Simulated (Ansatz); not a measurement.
# GaN (F-43m): the host for defect calculations

Before any defect goes in: GaN (F-43m) at rest, and how it screens a charge.

Program: Ansatz 0.2.0. Level of theory: plane-wave PAW DFT, r2SCAN; relaxation of the host's cell and atoms; PAW set soft_1, in the first sound run; inputs show where later runs differ. Results are calculated unless marked as measured.

Most raw output is cut from this account.

**1. The starting structure**

The structure is cubic, space group F-43m (No. 216). The conventional cell has a = 4.500 Å, b = 4.500 Å, c = 4.500 Å, α = 90.00°, β = 90.00°, γ = 90.00°. Nearest to Ga lie 4 N at 1.95 Å. N has 4 Ga at 1.95 Å nearest. Farther neighbours and most contacts between anions are not listed.

**2. Host cell relaxation**

Lattice and positions are set free, within the symmetry that the program keeps.

cell/input.yaml reads:

```yaml
crystal:
  lattice:
    - [0.0, 2.25, 2.25]
    - [2.25, 0.0, 2.25]
    - [2.25, 2.25, 0.0]
  atoms:
    - { symbol: Ga, position: [0.0, 0.0, 0.0] }
    - { symbol: "N", position: [0.25, 0.25, 0.25] }
basis:
  ecutwfc: 500
  xc_grid: 2
hamiltonian:
  xc: r2scan
  pseudopotentials: { kind: paw, azcp: { folder: soft_1 } }
kpoints:
  mp_grid: { grid: [11, 11, 11] }
scf:
  occupations: { method: fixed }
  max_iter: 100
relax:
  f_tol: 0.005
  max_steps: 60
  cell: {}
output:
  forces: true
  stress: true
checkpoint:
  write: "../cell.run"
  compress: false
  write_wavefunctions: false
  write_every: 100000
```

Launch:

```sh
> ansatz run input.yaml --threads 32 --pin off --max-ram 84787MiB --backend cuda --events-out ev --progress --plain --runs-dir out --max-vram 78GiB
```

The job ended after 1.8 s (1 × NVIDIA GB200 with 32 threads of Arm Neoverse V2, shared host; peak memory 1 GiB; 6.5 s of CPU time).

Little changed from the start: no atom moved by 0.005 Å and no cell edge by 0.1 %.

This step gave:

* pressure: -0.004197 GPa

**3. Dielectric tensors of the host**

The response to a uniform electric field gives the electronic dielectric tensor.

This step: plane-wave PAW DFPT, PBEsol; dielectric tensors, Born charges and zone-centre modes of the host; PAW set soft_1 (Ansatz 0.2.0).

eps/input.yaml reads:

```yaml
crystal:
  lattice:
    - [0.0, 2.2490969496, 2.2490969496]
    - [2.2490969496, 0.0, 2.2490969496]
    - [2.2490969496, 2.2490969496, 0.0]
  atoms:
    - { symbol: Ga, position: [0.0, 0.0, 0.0] }
    - { symbol: "N", position: [0.25, 0.25, 0.25] }
basis:
  ecutwfc: 420
hamiltonian:
  xc: pbesol
  pseudopotentials: { kind: paw, azcp: { folder: soft_1 }, xc_functional: pbe }
kpoints:
  mp_grid: { grid: [9, 9, 9] }
scf:
  occupations: { method: fixed }
  max_iter: 100
phonons:
  method: dfpt
  dielectric: true
  rigid_motions: translations
```

Wall time 5.8 s (1 × NVIDIA GB200 with 32 threads); peak memory 1.5 GiB; 58 s of CPU time.

Electronic dielectric tensor:

```
6.00 0.00 0.00
0.00 6.00 0.00
0.00 0.00 6.00
```

Static dielectric tensor:

```
10.56  0.00  0.00
 0.00 10.56  0.00
 0.00  0.00 10.56
```

The electronic dielectric tensor is isotropic, 6.00. The static dielectric tensor is isotropic, 10.56.

**4. Host on a dense mesh**

This step: plane-wave PAW DFT, r2SCAN; single point of the defect-free host, a test of the k-point sampling; PAW set soft_1 (Ansatz 0.2.0).

dense/input.yaml reads:

```yaml
crystal:
  lattice:
    - [0.0, 2.2490969496, 2.2490969496]
    - [2.2490969496, 0.0, 2.2490969496]
    - [2.2490969496, 2.2490969496, 0.0]
  atoms:
    - { symbol: Ga, position: [0.0, 0.0, 0.0] }
    - { symbol: "N", position: [0.25, 0.25, 0.25] }
basis:
  ecutwfc: 500
  xc_grid: 2
hamiltonian:
  xc: r2scan
  pseudopotentials: { kind: paw, azcp: { folder: soft_1 } }
kpoints:
  mp_grid: { grid: [11, 11, 11] }
scf:
  occupations: { method: fermi_dirac, width: 0.01 }
  max_iter: 100
  lower_state_search: "off"
checkpoint:
  write: "../dense.run"
  compress: false
  write_wavefunctions: false
  write_every: 100000
```

The job ended after 1 s (1 × NVIDIA GB200 with 32 threads; peak memory 1 GiB).

**5. Defect free supercell at the zone centre**

The supercell is run at the zone centre, to see how far that sampling misses the dense mesh.

System of this step: GaN (F-43m). The cell holds 54 atoms: 27 Ga and 27 N. Cell: a = 9.542 Å, b = 9.542 Å, c = 9.542 Å, α = 60.0°, β = 60.0°, γ = 60.0°.

pristine.sampling_gamma/input.yaml reads:

```yaml
crystal:
  lattice:
    - [0.0, 6.7472908487, 6.7472908487]
    - [6.7472908487, 0.0, 6.7472908487]
    - [6.7472908487, 6.7472908487, 0.0]
  atoms:
    - { symbol: Ga, position: [0.0, 0.0, 0.0] }
    - { symbol: "N", position: [0.0833333333, 0.0833333333, 0.0833333333] }
    - { symbol: Ga, position: [0.0, 0.0, 0.3333333333] }
    - { symbol: "N", position: [0.0833333333, 0.0833333333, 0.4166666667] }
    - { symbol: Ga, position: [0.0, 0.0, 0.6666666667] }
    - { symbol: "N", position: [0.0833333333, 0.0833333333, 0.75] }
    - { symbol: Ga, position: [0.0, 0.3333333333, 0.0] }
    - { symbol: "N", position: [0.0833333333, 0.4166666667, 0.0833333333] }
    - { symbol: Ga, position: [0.0, 0.3333333333, 0.3333333333] }
    - { symbol: "N", position: [0.0833333333, 0.4166666667, 0.4166666667] }
    - { symbol: Ga, position: [0.0, 0.3333333333, 0.6666666667] }
    - { symbol: "N", position: [0.0833333333, 0.4166666667, 0.75] }
    - { symbol: Ga, position: [0.0, 0.6666666667, 0.0] }
    - { symbol: "N", position: [0.0833333333, 0.75, 0.0833333333] }
    - { symbol: Ga, position: [0.0, 0.6666666667, 0.3333333333] }
    - { symbol: "N", position: [0.0833333333, 0.75, 0.4166666667] }
    - { symbol: Ga, position: [0.0, 0.6666666667, 0.6666666667] }
    - { symbol: "N", position: [0.0833333333, 0.75, 0.75] }
    - { symbol: Ga, position: [0.3333333333, 0.0, 0.0] }
    - { symbol: "N", position: [0.4166666667, 0.0833333333, 0.0833333333] }
    - { symbol: Ga, position: [0.3333333333, 0.0, 0.3333333333] }
    - { symbol: "N", position: [0.4166666667, 0.0833333333, 0.4166666667] }
    - { symbol: Ga, position: [0.3333333333, 0.0, 0.6666666667] }
    - { symbol: "N", position: [0.4166666667, 0.0833333333, 0.75] }
    - { symbol: Ga, position: [0.3333333333, 0.3333333333, 0.0] }
    - { symbol: "N", position: [0.4166666667, 0.4166666667, 0.0833333333] }
    - { symbol: Ga, position: [0.3333333333, 0.3333333333, 0.3333333333] }
    - { symbol: "N", position: [0.4166666667, 0.4166666667, 0.4166666667] }
    - { symbol: Ga, position: [0.3333333333, 0.3333333333, 0.6666666667] }
    - { symbol: "N", position: [0.4166666667, 0.4166666667, 0.75] }
    - { symbol: Ga, position: [0.3333333333, 0.6666666667, 0.0] }
    - { symbol: "N", position: [0.4166666667, 0.75, 0.0833333333] }
    - { symbol: Ga, position: [0.3333333333, 0.6666666667, 0.3333333333] }
    - { symbol: "N", position: [0.4166666667, 0.75, 0.4166666667] }
    - { symbol: Ga, position: [0.3333333333, 0.6666666667, 0.6666666667] }
    - { symbol: "N", position: [0.4166666667, 0.75, 0.75] }
    - { symbol: Ga, position: [0.6666666667, 0.0, 0.0] }
    - { symbol: "N", position: [0.75, 0.0833333333, 0.0833333333] }
    - { symbol: Ga, position: [0.6666666667, 0.0, 0.3333333333] }
    - { symbol: "N", position: [0.75, 0.0833333333, 0.4166666667] }
    - { symbol: Ga, position: [0.6666666667, 0.0, 0.6666666667] }
    - { symbol: "N", position: [0.75, 0.0833333333, 0.75] }
    - { symbol: Ga, position: [0.6666666667, 0.3333333333, 0.0] }
    - { symbol: "N", position: [0.75, 0.4166666667, 0.0833333333] }
    - { symbol: Ga, position: [0.6666666667, 0.3333333333, 0.3333333333] }
    - { symbol: "N", position: [0.75, 0.4166666667, 0.4166666667] }
    - { symbol: Ga, position: [0.6666666667, 0.3333333333, 0.6666666667] }
    - { symbol: "N", position: [0.75, 0.4166666667, 0.75] }
    - { symbol: Ga, position: [0.6666666667, 0.6666666667, 0.0] }
    - { symbol: "N", position: [0.75, 0.75, 0.0833333333] }
    - { symbol: Ga, position: [0.6666666667, 0.6666666667, 0.3333333333] }
    - { symbol: "N", position: [0.75, 0.75, 0.4166666667] }
    - { symbol: Ga, position: [0.6666666667, 0.6666666667, 0.6666666667] }
    - { symbol: "N", position: [0.75, 0.75, 0.75] }
basis:
  ecutwfc: 500
  xc_grid: 2
hamiltonian:
  xc: r2scan
  pseudopotentials: { kind: paw, azcp: { folder: soft_1 } }
kpoints:
  mp_grid: { grid: [1, 1, 1] }
scf:
  occupations: { method: fermi_dirac, width: 0.01 }
  max_iter: 100
  lower_state_search: "off"
checkpoint:
  write: "../pristine.sampling_gamma.run"
  compress: false
  write_wavefunctions: false
  write_every: 100000
```

Run time: 1.1 s. Hardware: 1 × NVIDIA GB200 with 32 threads; peak memory 1 GiB.

**6. Defect free supercell at the quarter point**

The supercell is run at one point off the zone centre, to see how far that sampling misses the dense mesh.

pristine.sampling_quarter/input.yaml, as its differences from pristine.sampling_gamma/input.yaml of step 5:

```diff
@@ -67,3 +67,3 @@
 kpoints:
-  mp_grid: { grid: [1, 1, 1] }
+  mp_grid: { grid: [1, 1, 1], shift: [0.25, 0.25, 0.25] }
 scf:
@@ -73,3 +73,3 @@
 checkpoint:
-  write: "../pristine.sampling_gamma.run"
+  write: "../pristine.sampling_quarter.run"
   compress: false
```

Elapsed: 1.4 s, on 1 × NVIDIA GB200 with 32 threads; peak memory 1.4 GiB; 2.8 s of CPU time.

**7. Results**

| Item | Value |
| --- | --- |
| primitive cell vectors, lengths | 3.181, 3.181, 3.181 Å |
| electronic dielectric constant | 6.00 |
| static dielectric constant | 10.56 |
| gap on the k-mesh of the response run (PBEsol) | 1.70 eV |
| energy an atom at the zone centre alone less that on the dense mesh | 0.142 eV |
| energy an atom at one point at (¼, ¼, ¼) less that on the dense mesh | 0.067 eV |

The k-mesh can miss the band edges, so this gap is an upper bound at this level. All at zero temperature.

[Logs are printed without paths, hosts, clocks, repeated set-up lines and the standing remarks that a program may print on its own settings, such as how far it seeks lower states.]

[Hosts, paths, dates, database ids (printed as entryN), source tags and the programs' standing remarks are cut or masked in the printed files.]

[Runs of the host that timed out are not shown.]

[For some hosts the program warned that the k-mesh of the response run may be too coarse for force constants and the static dielectric constant; such warnings are not always shown.]

[The program warned that the k-mesh of a response run behind this text may be too coarse: force constants, and the static dielectric constant and all else formed from them, are not shown converged.]
